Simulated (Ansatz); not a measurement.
## Anharmonic phonons and stability of InP (F-43m)

Aim: the vibrations and stability of InP with thermal and zero-point motion included.

Program: Ansatz 0.2.0. Level of theory: DFT PBE, scalar-relativistic, plane waves, PAW. Results are calculated unless marked as measured.

Report form: the programs' logs are mostly left out.

The database entry behind the starting cell differs from later determinations by our own check (0.1 to 0.3 % short, probably kX units), so it need not match the best structure at ambient conditions.

## (1) Starting point

Symmetry: F-43m, No. 216, cubic system. The conventional cell has a = 5.861 Å, b = 5.861 Å, c = 5.861 Å, α = 90.00°, β = 90.00°, γ = 90.00°. Nearest to In lie 4 P at 2.54 Å. Nearest to P lie 4 In at 2.54 Å. Farther neighbours are not listed.

## (2) A first coarse run

A cheap single point shows whether the cell is a metal or an insulator and how far it is from rest; that sets the k-mesh and the occupations of what follows.

Input file input.yaml:

```yaml
crystal:
  lattice:
    - [0.0, 2.9305, 2.9305]
    - [2.9305, 0.0, 2.9305]
    - [2.9305, 2.9305, 0.0]
  atoms:
    - { symbol: In, position: [0.0, 0.0, 0.0] }
    - { symbol: P, position: [0.25, 0.25, 0.25] }
kpoints:
  mp_grid: { grid: [6, 6, 6] }
hamiltonian:
  xc: pbe
scf:
  occupations: { method: gaussian, width: 0.1 }
output:
  forces: true
  stress: true
  eigenvalues: true
```

Launch:

```sh
$ ansatz run input.yaml --threads 8 --pin off --max-ram 16384MiB --backend cpu --events-out ev --progress --plain --runs-dir out
```

Run time: 0.35 s. Hardware: 8 threads of Arm Neoverse V1, shared host; peak memory 0.33 GiB; 1.6 s of CPU time.

This step gave:

```
pressure          : 3.336 GPa
volume per atom   : 25.17 Å³
gap on the k-mesh : 0.7134 eV
```

The start is under 3.3 GPa at this level and looks like an insulator or semiconductor on this mesh.

## (3) Relaxation

The vibrations must be taken about the equilibrium of this functional, not about the starting cell, so the structure is relaxed.

input.yaml, the sections that differ from step 2:

```yaml
kpoints:
  mp_grid: { grid: [8, 8, 8] }
scf:
  occupations: { method: gaussian, width: 0.02 }
relax:
  adjacent_minimum: "off"
  f_tol: 0.005
  max_steps: 80
  cell: { stress_tol: 0.05 }
# crystal, hamiltonian, output: as in step 2
```

The job ended after 1.8 s (8 threads; peak memory 0.39 GiB).

Relaxation path:

| step | energy less that of the first step (eV) | largest force component (eV/Å) | pressure (GPa) | volume (Å³) |
| --- | --- | --- | --- | --- |
| 1 | 0.0000 | 0.0000 | 3.34 | 50.33 |
| 2 | -0.0245 | 0.0000 | -0.34 | 53.21 |
| 3 | -0.0249 | 0.0000 | -0.03 | 52.93 |
| 4* | -0.0255 | 0.0000 | -0.03 | 52.93 |

Relaxation steps marked * repeat the geometry before them on a plane-wave basis chosen anew for their cell, so energy and pressure can jump there.

The run keeps the 24 symmetry operations that it works with, so distortions that break them were not tested.

| conventional cell, symmetrised | before | after | change |
| --- | --- | --- | --- |
| a (Å) | 5.861 | 5.960 | +1.7 % |
| b (Å) | 5.861 | 5.960 | +1.7 % |
| c (Å) | 5.861 | 5.960 | +1.7 % |
| volume (Å³/atom) | 25.17 | 26.46 | +5.2 % |

The relaxed structure:

```xyz
2
Lattice="0.0000 2.9800 2.9800 2.9800 0.0000 2.9800 2.9800 2.9800 0.0000" Properties=species:S:1:pos:R:3 pbc="T T T"
In    0.0000    0.0000    0.0000
P     1.4900    1.4900    1.4900
```

This step gave:

| Quantity | Value |
| --- | --- |
| pressure | -0.02857 GPa |
| gap on the k-mesh | 0.4404 eV |
| volume per atom | 26.46 Å³ |

The relaxation ends with a pressure of -0.03 GPa.

## (4) A second relaxation

The relaxation is run once more from where the first one ended, as the script does after a large change of volume or of the gap, with mesh and occupations reviewed.

input.yaml, the sections that differ from step 3:

```yaml
crystal:
  lattice:
    - [0.0, 2.9800342069, 2.9800342069]
    - [2.9800342069, 0.0, 2.9800342069]
    - [2.9800342069, 2.9800342069, 0.0]
  atoms:
    - { symbol: In, position: [0.0, 0.0, 0.0] }
    - { symbol: P, position: [0.25, 0.25, 0.25] }
kpoints:
  mp_grid: { grid: [10, 10, 10] }
output:
  forces: true
  stress: true
  eigenvalues: true
  write_density: true
  write_potential: true
  elf: true
  volumetric_format: npy
# hamiltonian, scf, relax: as in step 3
```

Wall time 1.5 s (8 threads); peak memory 0.42 GiB; 9.8 s of CPU time.

Little changed from the start: no atom moved by 0.005 Å and no cell edge by 0.1 %.

Numbers from this step:

```
pressure          : -0.01963 GPa
gap on the k-mesh : 0.4409 eV
```

Electrostatic potential energy in the ac plane of a cell with a along [110], b along [-110] and c along [001] of the cube at fractional y = 0.000, with atoms of In and P within 0.2 Å of it. With pseudopotentials it is smooth inside the atoms' cores, unlike the true potential.

Ten even steps from '0' (-49 eV) to '9' (11 eV), each cell a mean:
```
225899998732225899998732
347887678853347887678853
778851037887778851037887
999720005899999720005899
999830016999999830016999
999974358999999974358999
999998889999999998889999
999999999999999999999999
999999999999999999999999
999999999999999999999999
999999999999999999999999
999999999999999999999999
889999999998889999999998
568999999875568999999875
236899999742236899999742
224899999632224899999632
```
Columns run along a (8.4 Å; values clipped at the 3rd and 97th percentile), rows up along c (6.0 Å), edges of the conventional cell, whose origin can differ from the input's. Atoms in or near the plane, at fractional coordinates: In at (0.50, 0.00), In at (0.00, 0.00), P at (0.75, 0.75), P at (0.25, 0.75).

ELF in the ac plane of a cell with a along [110], b along [-110] and c along [001] of the cube at fractional y = 0.000, with atoms of In and P within 0.2 Å of it. It is the smooth field of the valence electrons, not physical close to the nuclei.

Ten even steps from '_' (0.00) to '@' (0.87), each cell a mean:
```
__..::--**%%%%##++::..____..::--**%%%%##++::..__
..::--**@@@@@@@@%%==::::..::--**@@@@@@@@%%==::::
::::++@@@@**==%%@@##--::::::++@@@@**==%%@@##--::
::--##@@##..__==@@%%++::::--##@@##..__==@@%%++::
..--**%%##::..==%%##==....--**%%##::..==%%##==..
__..==##%%####%%%%**--____..==##%%####%%%%**--__
____::++##%%%%%%**==..______::++##%%%%%%**==..__
______::==****++--..__________::==****++--..____
________..::::::..______________..::::::..______
________________________________________________
________________________________________________
......______________..........______________....
::::::..__________..::::::::::..__________..::::
::::::::..______..::::::::::::::..______..::::::
__::--::::......::::::..__::--::::......::::::..
____::::--======--::..______::::--======--::..__
```
Columns run along a (8.4 Å), rows up along c (6.0 Å), edges of the conventional cell, whose origin can differ from the input's. Atoms in or near the plane, at fractional coordinates: In at (0.50, 0.00), In at (0.00, 0.00), P at (0.75, 0.75), P at (0.25, 0.75).

Valence density in the ac plane of a cell with a along [110], b along [-110] and c along [001] of the cube at fractional y = 0.000, with atoms of In and P within 0.2 Å of it. It is the smooth field of the valence electrons, not physical close to the nuclei.

Ten steps, logarithmic in the rise over the least value, from '_' (0 e/Å³) to '@' (11 e/Å³), each cell a mean:
```
@@%%++--::::::::::--**@@@@%%++--::::::::::--**@@
##++----------------==**##++----------------==**
--------====--====--------------====--====------
....::--==::..--==--::......::--==::..--==--::..
__..::------::----::..____..::------::----::..__
____..::--====----..________..::--====----..____
______..::----::::..__________..::----::::..____
________..........______________..........______
________________________________________________
________________________________________________
________________________________________________
..______________________..______________________
::....______________..::::....______________..::
++==::..__________..--==++==::..__________..--==
%%##==::..______..--++##%%##==::..______..--++##
@@%%++::........::==##@@@@%%++::........::==##@@
```
Columns run along a (8.4 Å), rows up along c (6.0 Å), edges of the conventional cell, whose origin can differ from the input's. Atoms in or near the plane, at fractional coordinates: In at (0.50, 0.00), In at (0.00, 0.00), P at (0.75, 0.75), P at (0.25, 0.75).

## (5) Tight relaxation

The thresholds are tightened for a last relaxation ahead of the phonons, and where mesh or smearing change with them the cell follows.

input.yaml, the sections that differ from step 4:

```yaml
scf:
  occupations: { method: fixed }
output:
  forces: true
  stress: true
  eigenvalues: true
relax:
  adjacent_minimum: "off"
  f_tol: 0.001
  max_steps: 60
  cell: { stress_tol: 0.01 }
# crystal, kpoints, hamiltonian: as in step 4
```

Wall time 1.9 s (8 threads); peak memory 0.42 GiB.

Little changed from the start: no atom moved by 0.005 Å and no cell edge by 0.1 %.

This step gave:

* pressure: 0.003584 GPa
* gap on the k-mesh: 0.4430 eV
* volume per atom: 26.45 Å³

The residual pressure is 0.0036 GPa, small enough for phonons.

## (6) Self-consistent phonons

Displacements are drawn from a Gaussian whose width depends on temperature, the forces on them update the Gaussian until it is self-consistent, and the free energy's curvature decides stability.

Input file input.yaml:

```yaml
crystal:
  lattice:
    - [0.0, 2.9796455317, 2.9796455317]
    - [2.9796455317, 0.0, 2.9796455317]
    - [2.9796455317, 2.9796455317, 0.0]
  atoms:
    - { symbol: In, position: [0.0, 0.0, 0.0] }
    - { symbol: P, position: [0.25, 0.25, 0.25] }
kpoints:
  mp_grid: { grid: [6, 6, 6] }
hamiltonian:
  xc: pbe
scf:
  occupations: { method: fixed }
output:
  stress: true
  eigenvalues: true
phonons:
  method: fd
  dielectric: false
  supercell: [2, 2, 2]
  temperatures: { t_max: 1000, t_step: 50 }
  qpath:
    path:
      - [[0.0, 0.0, 0.0], [-0.5, -0.5, 0.0], [-0.375, -0.375, 0.25]]
      - [[-0.375, 0.0, 0.375], [0.0, 0.0, 0.0], [0.0, 0.0, 0.5], [-0.5, -0.25, 0.25], [-0.5, -0.5, 0.0]]
    npoints: 10
  self_consistent:
    temperatures: [50.0, 200.0, 400.0, 800.0]
    max_frames: 96
    max_frequency_error: 3.0
```

Elapsed: 7.7 min, on 8 threads; peak memory 1.7 GiB.

This step gave:

```yaml
point_group: -43m
frames_solved: 48
pressure_of_the_lattice_at_rest: -0.01347 GPa
```

50 K; each column in its own order of rank; one wavevector of each set of like ones; translations left out; no LO-TO term. Modes at 50K, by row:

| q1 | q2 | q3 | rank | harmonic (cm⁻¹) | gaussian (cm⁻¹) | gaussian error (cm⁻¹) | hessian (cm⁻¹) | hessian error (cm⁻¹) | path integral (cm⁻¹) | path integral error (cm⁻¹) |
| --- | --- | --- | --- | --- | --- | --- | --- | --- | --- | --- |
| 0 | 0 | 0 | 1 | 284.4 | 284.5 | 0.1 | 282.5 | 0.1 | 282.5 | 0.3 |
| 0 | 0 | 0 | 2 | 284.4 | 284.5 | 0.1 | 282.5 | 0.1 | 282.5 | 0.3 |
| 0 | 0 | 0 | 3 | 284.4 | 284.5 | 0.1 | 282.5 | 0.1 | 282.5 | 0.3 |
| 0 | 0 | 0.5 | 1 | 53.5 | 52.9 | 0 | 52.7 | 0.1 | 52.7 | 0 |
| 0 | 0 | 0.5 | 2 | 53.5 | 52.9 | 0 | 52.7 | 0.1 | 52.7 | 0 |
| 0 | 0 | 0.5 | 3 | 158.1 | 158.1 | 0.1 | 157.6 | 0.1 | 157.5 | 0.1 |
| 0 | 0 | 0.5 | 4 | 289.9 | 290.2 | 0.1 | 288.5 | 0.3 | 288.3 | 0.2 |
| 0 | 0 | 0.5 | 5 | 289.9 | 290.2 | 0.1 | 288.5 | 0.3 | 288.3 | 0.2 |
| 0 | 0 | 0.5 | 6 | 312.2 | 312.4 | 0.1 | 311.3 | 0.1 | 311.5 | 0.4 |
| 0 | 0.5 | 0.5 | 1 | 66.4 | 65.6 | 0 | 65.4 | 0 | 65.4 | 0.1 |
| 0 | 0.5 | 0.5 | 2 | 66.4 | 65.6 | 0 | 65.4 | 0 | 65.4 | 0.1 |
| 0 | 0.5 | 0.5 | 3 | 170.5 | 170.4 | 0.1 | 169.9 | 0.6 | 169.9 | 0.1 |
| 0 | 0.5 | 0.5 | 4 | 298.9 | 299.3 | 0.1 | 297.9 | 0.2 | 297.8 | 0.2 |
| 0 | 0.5 | 0.5 | 5 | 298.9 | 299.3 | 0.1 | 297.9 | 0.2 | 297.8 | 0.2 |
| 0 | 0.5 | 0.5 | 6 | 306 | 305.9 | 0.2 | 304.9 | 0.2 | 304.6 | 0.2 |

200 K; each column in its own order of rank; one wavevector of each set of like ones; translations left out; no LO-TO term. Modes at 200K, by row:

| q1 | q2 | q3 | rank | harmonic (cm⁻¹) | gaussian (cm⁻¹) | gaussian error (cm⁻¹) | hessian (cm⁻¹) | hessian error (cm⁻¹) | path integral (cm⁻¹) | path integral error (cm⁻¹) |
| --- | --- | --- | --- | --- | --- | --- | --- | --- | --- | --- |
| 0 | 0 | 0 | 1 | 284.4 | 283.6 | 0.1 | 278.5 | 0.2 | 278.1 | 0.4 |
| 0 | 0 | 0 | 2 | 284.4 | 283.6 | 0.1 | 278.5 | 0.2 | 278.1 | 0.4 |
| 0 | 0 | 0 | 3 | 284.4 | 283.6 | 0.1 | 278.5 | 0.2 | 278.1 | 0.4 |
| 0 | 0 | 0.5 | 1 | 53.5 | 52.9 | 0 | 52.5 | 0 | 52.5 | 0 |
| 0 | 0 | 0.5 | 2 | 53.5 | 52.9 | 0 | 52.5 | 0 | 52.5 | 0 |
| 0 | 0 | 0.5 | 3 | 158.1 | 157.6 | 0.1 | 156.3 | 0.1 | 156.3 | 0.3 |
| 0 | 0 | 0.5 | 4 | 289.9 | 289.1 | 0.1 | 285.1 | 0.1 | 285.1 | 0.5 |
| 0 | 0 | 0.5 | 5 | 289.9 | 289.1 | 0.1 | 285.1 | 0.1 | 285.1 | 0.5 |
| 0 | 0 | 0.5 | 6 | 312.2 | 311.2 | 0.1 | 309.1 | 0.1 | 309.1 | 0.4 |
| 0 | 0.5 | 0.5 | 1 | 66.4 | 65.8 | 0.1 | 65 | 0.1 | 65 | 0.1 |
| 0 | 0.5 | 0.5 | 2 | 66.4 | 65.8 | 0.1 | 65 | 0.1 | 65 | 0.1 |
| 0 | 0.5 | 0.5 | 3 | 170.5 | 169.8 | 0.1 | 168.5 | 0.1 | 168.2 | 0.2 |
| 0 | 0.5 | 0.5 | 4 | 298.9 | 298.1 | 0.2 | 294.9 | 0.2 | 295.2 | 0.3 |
| 0 | 0.5 | 0.5 | 5 | 298.9 | 298.1 | 0.2 | 294.9 | 0.2 | 295.2 | 0.3 |
| 0 | 0.5 | 0.5 | 6 | 306 | 304.8 | 0.2 | 302.7 | 0.3 | 303.1 | 0.5 |

400 K; each column in its own order of rank; one wavevector of each set of like ones; translations left out; no LO-TO term. Modes at 400K, by row:

| q1 | q2 | q3 | rank | harmonic (cm⁻¹) | gaussian (cm⁻¹) | gaussian error (cm⁻¹) | hessian (cm⁻¹) | hessian error (cm⁻¹) | path integral (cm⁻¹) | path integral error (cm⁻¹) |
| --- | --- | --- | --- | --- | --- | --- | --- | --- | --- | --- |
| 0 | 0 | 0 | 1 | 284.4 | 282.4 | 0.1 | 272.7 | 0.7 | 272 | 0.8 |
| 0 | 0 | 0 | 2 | 284.4 | 282.4 | 0.1 | 272.7 | 0.7 | 272 | 0.8 |
| 0 | 0 | 0 | 3 | 284.4 | 282.4 | 0.1 | 272.7 | 0.7 | 272 | 0.8 |
| 0 | 0 | 0.5 | 1 | 53.5 | 52.5 | 0.1 | 51.7 | 0.1 | 51.7 | 0.1 |
| 0 | 0 | 0.5 | 2 | 53.5 | 52.5 | 0.1 | 51.7 | 0.1 | 51.7 | 0.1 |
| 0 | 0 | 0.5 | 3 | 158.1 | 156.9 | 0.1 | 154.4 | 0.2 | 154.2 | 0.2 |
| 0 | 0 | 0.5 | 4 | 289.9 | 287.8 | 0.1 | 280.1 | 0.3 | 279.4 | 0.5 |
| 0 | 0 | 0.5 | 5 | 289.9 | 287.8 | 0.1 | 280.1 | 0.3 | 279.4 | 0.5 |
| 0 | 0 | 0.5 | 6 | 312.2 | 309.5 | 0.2 | 305.3 | 0.2 | 304.7 | 0.5 |
| 0 | 0.5 | 0.5 | 1 | 66.4 | 65.6 | 0.1 | 64 | 0.2 | 64 | 0.1 |
| 0 | 0.5 | 0.5 | 2 | 66.4 | 65.6 | 0.1 | 64 | 0.2 | 64 | 0.1 |
| 0 | 0.5 | 0.5 | 3 | 170.5 | 168.9 | 0.2 | 166.5 | 0.3 | 166.2 | 0.3 |
| 0 | 0.5 | 0.5 | 4 | 298.9 | 296.7 | 0.3 | 290.6 | 0.3 | 289.6 | 0.4 |
| 0 | 0.5 | 0.5 | 5 | 298.9 | 296.7 | 0.3 | 290.6 | 0.3 | 289.6 | 0.4 |
| 0 | 0.5 | 0.5 | 6 | 306 | 303.4 | 0.2 | 299.3 | 0.2 | 298.7 | 0.5 |

800 K; each column in its own order of rank; one wavevector of each set of like ones; translations left out; no LO-TO term. Modes at 800K, by row:

| q1 | q2 | q3 | rank | harmonic (cm⁻¹) | gaussian (cm⁻¹) | gaussian error (cm⁻¹) | hessian (cm⁻¹) | hessian error (cm⁻¹) | path integral (cm⁻¹) | path integral error (cm⁻¹) |
| --- | --- | --- | --- | --- | --- | --- | --- | --- | --- | --- |
| 0 | 0 | 0 | 1 | 284.4 | 279.6 | 0.4 | 261.1 | 0.9 | 256 | 1.6 |
| 0 | 0 | 0 | 2 | 284.4 | 279.6 | 0.4 | 261.1 | 0.9 | 256 | 1.6 |
| 0 | 0 | 0 | 3 | 284.4 | 279.6 | 0.4 | 261.1 | 0.9 | 256 | 1.6 |
| 0 | 0 | 0.5 | 1 | 53.5 | 51.6 | 0.2 | 49.9 | 0.2 | 50 | 0.1 |
| 0 | 0 | 0.5 | 2 | 53.5 | 51.6 | 0.2 | 49.9 | 0.2 | 50 | 0.1 |
| 0 | 0 | 0.5 | 3 | 158.1 | 154.9 | 0.4 | 150 | 0.6 | 148.7 | 0.4 |
| 0 | 0 | 0.5 | 4 | 289.9 | 285.4 | 0.4 | 270.6 | 0.7 | 266.7 | 1.1 |
| 0 | 0 | 0.5 | 5 | 289.9 | 285.4 | 0.4 | 270.6 | 0.7 | 266.7 | 1.1 |
| 0 | 0 | 0.5 | 6 | 312.2 | 307.5 | 0.9 | 299.4 | 1.2 | 298.2 | 0.9 |
| 0 | 0.5 | 0.5 | 1 | 66.4 | 65 | 0.5 | 61.7 | 0.6 | 61.6 | 0.3 |
| 0 | 0.5 | 0.5 | 2 | 66.4 | 65 | 0.5 | 61.7 | 0.6 | 61.6 | 0.3 |
| 0 | 0.5 | 0.5 | 3 | 170.5 | 167 | 0.7 | 162.2 | 0.9 | 160.9 | 0.7 |
| 0 | 0.5 | 0.5 | 4 | 298.9 | 294.2 | 0.5 | 282.5 | 0.7 | 279.6 | 1 |
| 0 | 0.5 | 0.5 | 5 | 298.9 | 294.2 | 0.5 | 282.5 | 0.7 | 279.6 | 1 |
| 0 | 0.5 | 0.5 | 6 | 306 | 300.8 | 0.9 | 292.8 | 1.1 | 291.1 | 0.6 |

By temperature, by row:

| T (K) | verdict | pressure (GPa) | error (GPa) | vibrational free energy (eV/cell) | entropy (J/mol-cell/K) | free energy beyond the Gaussian (eV/cell) | mean-square displacement of the first In, sum over three axes, rings (Å²) | rings doubtful |
| --- | --- | --- | --- | --- | --- | --- | --- | --- |
| 50 | stable | 0.2105 | 0.0054 | 0.06891 | 9.138 | -7.19e-5 | 0.006599 | false |
| 200 | stable | 0.2182 | 0.011 | 0.02598 | 44.2 | -3.43e-4 | 0.02067 | false |
| 400 | stable | 0.3243 | 0.017 | -0.09862 | 73.36 | -0.00147 | 0.04185 | false |
| 800 | stable | 0.6096 | 0.029 | -0.476 | 105.3 | -0.00627 | 0.0894 | false |

The lowest frequency on the supercell's wavevectors (translations apart) by temperature:

| temperature (K) | harmonic (cm⁻¹) | gaussian (cm⁻¹) | hessian (cm⁻¹) | path integral (cm⁻¹) |
| --- | --- | --- | --- | --- |
| 50 | 53.5 | 52.9 | 52.7 | 52.7 |
| 200 | 53.5 | 52.9 | 52.5 | 52.5 |
| 400 | 53.5 | 52.5 | 51.7 | 51.7 |
| 800 | 53.5 | 51.6 | 49.9 | 50.0 |

Free-energy Hessian at 800 K, interpolated by phonopy, no LO-TO term. Phonon branches along the path, in cm⁻¹:

| point | branch 1 | branch 2 | branch 3 | branch 4 | branch 5 | branch 6 |
| --- | --- | --- | --- | --- | --- | --- |
| Γ | 0 | 0 | 0 | 261 | 261 | 261 |
| halfway | 48 | 48 | 116 | 272 | 272 | 278 |
| X | 62 | 62 | 162 | 282 | 282 | 293 |
| halfway | 61 | 75 | 158 | 281 | 283 | 293 |
| U | 59 | 97 | 147 | 279 | 282 | 295 |
| jump to K | 59 | 97 | 147 | 279 | 282 | 295 |
| halfway | 39 | 68 | 114 | 266 | 273 | 284 |
| Γ | 0 | 0 | 0 | 261 | 261 | 261 |
| halfway | 36 | 36 | 107 | 266 | 266 | 281 |
| L | 50 | 50 | 150 | 271 | 271 | 299 |
| halfway | 57 | 90 | 142 | 275 | 277 | 297 |
| W | 73 | 101 | 141 | 280 | 284 | 294 |
| halfway | 67 | 80 | 154 | 281 | 283 | 293 |
| X | 62 | 62 | 162 | 282 | 282 | 293 |

The lowest frequency on the supercell's wavevectors (translations apart) is 53.5 cm⁻¹ at 200 K (harmonic); 52.9 cm⁻¹ at 200 K (gaussian); 52.5 cm⁻¹ at 200 K (hessian). On this path the spectrum ends at 299 cm⁻¹ (at L).

## (7) Results

| Item | Value |
| --- | --- |
| 50 K | stable; softest mode 52.7 cm⁻¹ (harmonic 53.5); pressure 0.210 GPa |
| 200 K | stable; softest mode 52.5 cm⁻¹ (harmonic 53.5); pressure 0.218 GPa |
| 400 K | stable; softest mode 51.7 cm⁻¹ (harmonic 53.5); pressure 0.324 GPa |
| 800 K | stable; softest mode 49.9 cm⁻¹ (harmonic 53.5); pressure 0.610 GPa |

At fixed cell InP is judged stable at 50 K, stable at 200 K, stable at 400 K and stable at 800 K. The crystal is harmonically stable on these wavevectors; at fixed cell its lowest frequency is 53.5 cm⁻¹ in the harmonic picture and 49.9 cm⁻¹ from the free energy at 800 K. At 800 K the largest relative shift among harmonically stable modes above 20 cm⁻¹ that exceeds three times its error is at q = (0, 0, 0): 284 cm⁻¹ becomes 261 ± 0.9 cm⁻¹, matching modes by rank. The pressure column includes -0.013 GPa of the lattice at rest on the supercell's coarser k-mesh; in the Gaussian the ions' motion adds +0.62 GPa at 800 K, from the supercell's own modes alone. The cell is held fixed, the 16-atom supercell samples only its own wavevectors, and LO–TO splitting and linewidths are not included; the verdicts are statistical.

[Logs are printed without paths, hosts, clocks, repeated set-up lines and the standing remarks that a program may print on its own settings, such as how far it seeks lower states.]

[Hosts, paths, dates, database ids (printed as entryN), source tags and the programs' standing remarks are cut or masked in the printed files.]

[A step with changed settings may run another functional than the one named; its input shows which.]
